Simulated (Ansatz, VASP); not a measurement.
Two plane-wave programs on Fe

```
CELL_PARAMETERS angstrom
2.33455 0.00000 0.00000
0.00000 2.33455 0.00000
0.00000 0.00000 2.33455
ATOMIC_POSITIONS crystal
Fe 0.00000 0.00000 0.00000
```

Alike in both runs: task single point; functional RPBE; k mesh 15 × 15 × 15; occupations fermi-dirac, width 0.05 eV; collinear spin.

```csv
,VASP,Ansatz
version,VASP 6.6.1,Ansatz 0.2.0
potentials or method,"VASP PAW PBE potentials, release 64 (Fe)","plane waves (420 eV) with PAW, scalar-relativistic"
plane-wave cutoff (eV),520,420
valence electrons in the cell,8,16
```

```csv
,VASP,Ansatz,Ansatz less VASP
pressure (GPa),10.7,11.3,+0.55
net moment per atom (μB),2.32,2.31,-0.003
size of the moment on the site where the two differ most (μB),2.31,2.29,-0.014
```

Site moments also hang on the region over which each program counts them. The two sets of potentials don't hold the same shells in valence.

Caveats: the PAW data sets were made with another functional, which shifts forces and pressure a little (VASP).
